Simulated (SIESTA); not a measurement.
**CdO2 under changes of volume**

One of the cells (14.470 Å³/atom); the others are scaled copies at fixed shape and fractional positions:

```xyz
3
Lattice="3.4762 0.0000 0.0000 -1.7381 3.0105 0.0000 0.0000 0.0000 4.1481" Properties=species:S:1:pos:R:3 pbc="T T T"
Cd    0.0000    0.0000    0.0000
O     0.0000    2.0070    1.0130
O     1.7381    1.0035    3.1350
```

The cell comes from a database or a generator and needn't be the stable form of this composition.

| Property | Result |
| --- | --- |
| Program | SIESTA 5.4.2 |
| Functional | PBEsol |
| Potentials or basis | PseudoDojo 0.4 standard (PBEsol files) |
| Basis | DZP (energy shift 0.003 Ry; two zetas on semicore shells) |
| Grid cutoff | 800 Ry |
| Energy shift | 0.003 Ry |
| k mesh | 9 × 9 × 7 |
| Occupations | fermi-dirac, width 0.05 eV |
| Spin | no spin polarisation |

| volume (Å³/atom) | energy over the lowest point (meV/atom) | pressure (GPa) | largest force (eV/Å) |
| --- | --- | --- | --- |
| 13.602 | 0.00 | -4.0 | 0.352 |
| 13.891 | 9.21 | -5.8 | 0.214 |
| 14.181 | 21.59 | -7.6 | 0.087 |
| 14.470 | 36.92 | -9.1 | 0.036 |
| 14.760 | 54.73 | -10.3 | 0.147 |
| 15.049 | 74.75 | -11.5 | 0.250 |
| 15.338 | ? | ? | ? |

Problem. What does the run at 15.338 Å³/atom give?

Solution. Energy over the lowest point 96.60 meV/atom; pressure -12.4 GPa; largest force 0.341 eV/Å.

Worked out: A Birch-Murnaghan fit of order 3 (a polynomial in V^(-2/3)) to the other rows has no minimum within the range. It gives 96.73 meV/atom at 15.338 Å³/atom, against the run's 96.60, and -dE/dV = -12.7 GPa, against -12.4.

Energies are extrapolated to zero smearing.

Caveats: the basis of atomic orbitals isn't converged, which shifts pressures, moduli and gaps.
